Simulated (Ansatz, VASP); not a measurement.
## GaN: VASP beside Ansatz

```xyz
4
Lattice="3.1676 0.0000 0.0000 -1.5838 2.7432 0.0000 0.0000 0.0000 5.1259" Properties=species:S:1:pos:R:3 pbc="T T T"
Ga    0.0000    1.8288   -0.0069
Ga    1.5838    0.9144    2.5561
N     0.0000    1.8288    1.9291
N     1.5838    0.9144    4.4920
```

Change from the starting cell: in-plane strain +0.005, out-of-plane length and atoms relaxed by PAW.

Alike in both runs: functional LDA; k mesh 8 × 8 × 4; no spin polarisation.

Ansatz relaxed the structure, and its values are those at the end. VASP's run is a single point on that final structure, the one shown.

|  | VASP | Ansatz |
| --- | --- | --- |
| version | VASP 6.6.1 | Ansatz 0.2.0 |
| potentials or method | VASP PAW LDA potentials, release 64 (Ga_d, N) | PAW with Ansatz's default frozen-core files, scalar-relativistic |
| plane-wave cutoff (eV) | 520 | 420 |
| occupations | gaussian, width 0.01 eV | fixed |
| valence electrons in the cell | 36 | 36 |

Ansatz gave:

| Item | Value |
| --- | --- |
| pressure (GPa) | -1.5 |

**Question.** Which values does VASP return?

**Answer.** Pressure (GPa): -0.4.
